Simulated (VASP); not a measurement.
# Pt (Im-3m) in VASP: further runs

Aim: see how the results for Pt move with the level of theory and the settings. Levels: PBE, LDA. Tasks: single point.

Program: VASP 6.6.1. These are calculated values, not measurements. Logs are shortened: lines on timing, memory, paths and dates and some standing lists are left out, and cuts for length are marked.

### Step 1. The crystal as given

Symmetry: Im-3m, No. 229, cubic system. Conventional cell: a = 3.168 Å, b = 3.168 Å, c = 3.168 Å, α = 90.00°, β = 90.00°, γ = 90.00°. Around Pt (site symmetry m-3m) lie 8 Pt at 2.74 Å.

This isn't the form of Pt at room conditions, which is fcc.

### Step 2. Single point, PBE, non-collinear spin, zero start, spin-orbit coupling

INCAR reads:

```
PREC = Accurate
ENCUT = 520
EDIFF = 1E-6
ISMEAR = 0
SIGMA = 0.05
LREAL = False
LASPH = True
NELM = 150
ALGO = Normal
ISIF = 2
LWAVE = False
LCHARG = False
MAGMOM = 0 0 0
LORBIT = 11
LSORBIT = True
GGA_COMPAT = False
LORBMOM = True
LMAXMIX = 4
GGA = PE
NBANDS = 21
```

KPOINTS reads:

```
regular mesh
0
Gamma
  10 10 10
```

POSCAR reads:

```
Pt
1.0
   -1.5842200000      1.5842200000      1.5842200000
    1.5842200000     -1.5842200000      1.5842200000
    1.5842200000      1.5842200000     -1.5842200000
Pt
1
Direct
    0.0000000000      0.0000000000      0.0000000000
```

Potentials or basis: VASP PAW PBE potentials, release 64 (Pt).

On the command line:

```console
cat potpaw_PBE.64/Pt/POTCAR > POTCAR
mpirun -np 1 vasp_ncl > vasp.out
```

OUTCAR:

```text
PREC = Accurate
   ENCUT = 520
   EDIFF = 1E-6
   ISMEAR = 0
   LREAL = False
   LASPH = True
   NELM = 150
   ISIF = 2
   LORBIT = 11
   LSORBIT = True
   GGA = PE

 ion  position               nearest neighbor table
   1  0.000  0.000  0.000-

  LATTYP: Found a body centered cubic cell.
 ALAT       =     3.1684400000

  Lattice vectors:

 A1 = (  -1.5842200000,   1.5842200000,   1.5842200000)
 A2 = (   1.5842200000,  -1.5842200000,   1.5842200000)
 A3 = (   1.5842200000,   1.5842200000,  -1.5842200000)

Analysis of symmetry for initial positions (statically):
=====================================================================
 Subroutine PRICEL returns:
 Original cell was already a primitive cell.

 Routine SETGRP: Setting up the symmetry group for a
 body centered cubic supercell.

 Subroutine GETGRP returns: Found 48 space group operations
 (whereof 48 operations were pure point group operations)
 out of a pool of 48 trial point group operations.

The static configuration has the point symmetry O_h .

Analysis of symmetry for dynamics (positions and initial velocities):
=====================================================================
 Subroutine PRICEL returns:
 Original cell was already a primitive cell.

 Routine SETGRP: Setting up the symmetry group for a
 body centered cubic supercell.

 Subroutine GETGRP returns: Found 48 space group operations
 (whereof 48 operations were pure point group operations)
 out of a pool of 48 trial point group operations.

The dynamic configuration has the point symmetry O_h .

Analysis of structural, dynamic, and magnetic symmetry:
=====================================================================
 Subroutine PRICEL returns:
 Original cell was already a primitive cell.

 Routine SETGRP: Setting up the symmetry group for a
 body centered cubic supercell.

 Subroutine GETGRP returns: Found 48 space group operations
 (whereof 48 operations were pure point group operations)
 out of a pool of 48 trial point group operations.

The overall configuration has the point symmetry O_h .

 Subroutine INISYM returns: Found 48 space group operations
 (whereof 48 operations are pure point group operations),
 and found     1 'primitive' translations

----------------------------------------------------------------------------------------

                                     Primitive cell

  volume of cell :      15.9040

[... 150 lines left out ...]
      2       0.6556      1.00000
      3       6.1941      1.00000
      4       6.1941      1.00000
      5       6.1941      1.00000
      6       6.1941      1.00000
[... 565 lines left out ...]
     20      31.9709      0.00000
     21      33.1380      0.00000

 [... further k-points ...]

------------------------ aborting loop because EDIFF is reached ----------------------------------------

  FORCE on cell =-STRESS in cart. coord.  units (eV):
  Direction    XX          YY          ZZ          XY          YZ          ZX
  --------------------------------------------------------------------------------------
  -------------------------------------------------------------------------------------
  Total       -0.1007325     -0.1007325     -0.1007325      0.0000000      0.0000000      0.0000000
  in kB      -10.1478450    -10.1478450    -10.1478450      0.0000000      0.0000000      0.0000000
  external PRESSURE =     -10.1478450 kB  Pullay stress =       0.0000000 kB

 VOLUME and BASIS-vectors are now :
 -----------------------------------------------------------------------------
  energy-cutoff  :      520.00
  volume of cell :       15.90
      direct lattice vectors                 reciprocal lattice vectors
    -1.584220000  1.584220000  1.584220000     0.000000000  0.315612731  0.315612731
     1.584220000 -1.584220000  1.584220000     0.315612731  0.000000000  0.315612731
     1.584220000  1.584220000 -1.584220000     0.315612731  0.315612731  0.000000000

 POSITION                                       TOTAL-FORCE (eV/Angst)
 -----------------------------------------------------------------------------------
      0.00000      0.00000      0.00000         0.000000     -0.000000      0.000000
 -----------------------------------------------------------------------------------
    total drift:                                0.000000     -0.000000      0.000000

  FREE ENERGIE OF THE ION-ELECTRON SYSTEM (eV)
  ---------------------------------------------------
  free  energy   TOTEN  =        -6.3861570412 eV

  energy  without entropy=       -6.3844655839  energy(sigma->0) =       -6.38531131

 orbital moment (x)

 # of ion     p       d       tot
 ----------------------------------------
  1         0.000   0.000   0.000
 ----------------------------------------
            0.000   0.000   0.000

 orbital moment (y)

 # of ion     p       d       tot
 ----------------------------------------
  1         0.000  -0.000  -0.000
 ----------------------------------------
            0.000  -0.000  -0.000

 orbital moment (z)

 # of ion     p       d       tot
 ----------------------------------------
  1         0.000  -0.000  -0.000
 ----------------------------------------
            0.000  -0.000  -0.000

 Spin-Orbit-Coupling matrix elements

 Ion:    1  E_soc:     -0.7648007
 l=   1
     0.0000000    -0.0304568    -0.0304568
    -0.0304568     0.0000000    -0.0304568
    -0.0304568    -0.0304568     0.0000000
 l=   2
     0.0000000    -0.0190174     0.0000000    -0.0190174    -0.0779926
    -0.0190174     0.0000000    -0.0584944    -0.0190174    -0.0194981
     0.0000000    -0.0584944     0.0000000    -0.0584944     0.0000000
    -0.0190174    -0.0190174    -0.0584944     0.0000000    -0.0194981
    -0.0779926    -0.0194981     0.0000000    -0.0194981     0.0000000
 l=   3
     0.0000000     0.0000000     0.0000000     0.0000000     0.0000000     0.0000000     0.0000000
     0.0000000     0.0000000     0.0000000     0.0000000     0.0000000     0.0000000     0.0000000
     0.0000000     0.0000000     0.0000000     0.0000000     0.0000000     0.0000000     0.0000000
     0.0000000     0.0000000     0.0000000     0.0000000     0.0000000     0.0000000     0.0000000
     0.0000000     0.0000000     0.0000000     0.0000000     0.0000000     0.0000000     0.0000000
     0.0000000     0.0000000     0.0000000     0.0000000     0.0000000     0.0000000     0.0000000
     0.0000000     0.0000000     0.0000000     0.0000000     0.0000000     0.0000000     0.0000000

 total charge

# of ion       s       p       d       tot
------------------------------------------
    1        0.620   0.549   8.015   9.184

 magnetization (x)

# of ion       s       p       d       tot
------------------------------------------
    1        0.000  -0.000  -0.000  -0.000

 magnetization (y)

# of ion       s       p       d       tot
------------------------------------------
    1        0.000  -0.000  -0.000  -0.000

 magnetization (z)

# of ion       s       p       d       tot
------------------------------------------
    1        0.000   0.000  -0.000   0.000
```

Wall time 20 s (1 thread of Intel Xeon Platinum 8488C (Sapphire Rapids), shared host); peak memory 0.17 GiB.

Results:

| Quantity | Value |
| --- | --- |
| Free energy | -6.3862 eV |
| Pressure | -1.0 GPa |
| Net moment | 0.00 μB per cell |
| Valence electrons inside the program's atomic spheres | Pt 9.18 |

Moments on the atoms (μB; x, y, z):
```
Pt  0.00 0.00 0.00
```

### Step 3. Single point, LDA

INCAR reads:

```
PREC     = Accurate       # precision mode
ENCUT    = 520            # plane-wave cutoff, eV
EDIFF    = 1E-7           # SCF threshold, eV
ISMEAR   = -1             # smearing method
SIGMA    = 0.1            # smearing width, eV
LREAL    = False          # projectors in reciprocal space
LASPH    = True           # aspherical terms in the spheres
NELM     = 100            # most SCF steps
ALGO     = Normal         # electronic algorithm
ISIF     = 2              # what is computed and relaxed
LWAVE    = False          # write WAVECAR
LCHARG   = True           # write CHGCAR
LELF     = True           # ELF
LVHAR    = True         
NBANDS   = 11             # bands
```

KPOINTS reads:

```
Automatic mesh
0
Gamma
  10 10 10
```

POSCAR is that of step 2.

Potentials or basis: VASP PAW LDA potentials, release 64 (Pt).

On the command line:

```console
cat potpaw_LDA.64/Pt/POTCAR > POTCAR
mpirun -np 1 vasp_std > vasp.out
```

Run time: 6 s. Hardware: 1 thread of Intel Xeon Platinum 8488C (Sapphire Rapids), shared host; peak memory 0.12 GiB.

The run converged. Its results:

| Property | Result |
| --- | --- |
| Free energy | -7.3596 eV |
| Pressure | -15.1 GPa |
| Band gap on the k mesh | none (metal or under the smearing width) |

Levels at points of the mesh, in eV from the Fermi level:
```tsv
k point	band 2	band 3	band 4	band 5	band 6	band 7	band 8	band 9
(0.00, 0.00, 0.00)	-3.57	-3.57	-3.57	-1.05	-1.05	16.97	16.97	16.97
(0.50, 0.00, 0.00)	-4.97	-1.24	-0.73	0.18	0.94	6.13	13.14	15.62
(0.50, 0.50, 0.50)	-6.10	0.42	0.42	0.42	7.51	7.51	7.51	12.54
```

Caveat: so large a pressure means that the cell lies far from this level's equilibrium, or that cutoff or potentials fall short.
